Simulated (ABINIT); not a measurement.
Input of an ABINIT 10.8.3 (patched build) run:

File run.abi:

```
# Pseudopotentials
pp_dirpath "./"
pseudos "Ti.upf, Si.upf"

# Structure
acell 3*1.0
rprim
     3.4320790136    -4.0017293949     0.0000000000
     3.4320790136     4.0017293949     0.0000000000
     0.0000000000     0.0000000000     7.1883934562
ntypat 2
znucl 22 14
natom 2
typat 1 2
chkprim 0
chksymtnons 0
tolsym 1.0e-6
xred
            1/2            1/2            0.0
            0.0            0.0            1/2

# Plane-wave basis
ecut 1142.878222 eV
ecutsm 0.5

# k points
kptopt 1
ngkpt 8 8 5
nshiftk 1
shiftk 0.0 0.0 0.0

# Exchange and correlation
ixc -116133

# Bands and occupations
nband 12
occopt 3
tsmear 0.05 eV

# SCF cycle
nstep 80
tolvrs 1.0e-12

# Output
iomode 3
prteig 0
prtebands 0
prtwf 0
prtden 0

# Relaxation
ionmov 2
optcell 2
ntime 50
tolmxf 2.0e-5
dilatmx 1.08
```

Potentials or basis: PseudoDojo NC SR PBEsol v0.4.1 standard.

The run is started by

```bash
$ abinit run.abi > log 2>&1
```

**Question.** What does it give for the relaxed volume?

**Answer.** 14.17 Å³/atom.

**Question.** Estimate the relaxed cell.

**Answer.** a = 2.753 Å, b = 2.753 Å, c = 3.772 Å, α = 90.00°, β = 90.00°, γ = 97.57°.

**Question.** Estimate the band gap on the k mesh.

**Answer.** None (metal or under the smearing width).

**Question.** Predict the space group after relaxing (to 0.05 Å).

**Answer.** Cmmm (No. 65).

Final structure:
```yaml
crystal:
  lattice:
    - [1.81406, -2.07102, 0.00000]
    - [1.81406, 2.07102, 0.00000]
    - [0.00000, 0.00000, 3.77173]
  atoms:
    - { symbol: Ti, position: [0.50000, 0.50000, 0.00000] }
    - { symbol: Si, position: [0.00000, 0.00000, 0.50000] }
```
